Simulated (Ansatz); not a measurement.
The system is PbSe.

```
CELL_PARAMETERS angstrom
3.78432 0.00000 0.00000
0.00000 3.78432 0.00000
0.00000 0.00000 3.78432
ATOMIC_POSITIONS crystal
Pb 0.00000 0.00000 0.00000
Se 0.50000 0.50000 0.50000
```

Measurements of this composition are mostly on another form, of space group No. 225.

| Quantity | Value |
| --- | --- |
| Program | Ansatz 0.2.0 |
| Task | relaxation of cell and atoms |
| Functional | PBEsol0 |
| Potentials or basis | Ansatz PAW |
| Cutoff | 420 eV (not typed: the program's choice for these potentials) |
| k mesh | 4 × 4 × 4 |
| Occupations | fermi-dirac, width 0.05 eV |
| Spin | no spin polarisation |

At the start: volume 27.10 Å³/atom.

Problem. Where does the relaxation end?

Solution. It ends after 5 steps and the volume is 25.63 Å³/atom (-5.4 %); space group Pm-3m (No. 221, to 0.05 Å).

The path:
| step | energy change (eV) | largest force (eV/Å) | volume (Å³) |
| --- | --- | --- | --- |
| 1 | 0.0000 | 0.0000 | 54.20 |
| 2 | -0.0273 | 0.0000 | 50.33 |
| 3 | -0.0305 | 0.0000 | 51.34 |
| 4 | -0.0305 | 0.0000 | 51.25 |
| 5 | -0.0301 | 0.0000 | 51.25 |

Final structure:
```xyz
2
Lattice="3.7145 0.0000 0.0000 0.0000 3.7145 0.0000 0.0000 0.0000 3.7145" Properties=species:S:1:pos:R:3 pbc="T T T"
Pb    0.0000    0.0000    0.0000
Se    1.8573    1.8573    1.8573
```

Caveat: the k mesh is coarse (spacing up to 0.42 Å⁻¹), so the values aren't converged, least of all with exact exchange; the plane-wave basis is chosen anew once the cell has moved, so the energies of steps on either side of that aren't comparable; the PAW data sets come from PBE, with cores solved anew for the run's functional, which leaves a small shift of forces and pressure.
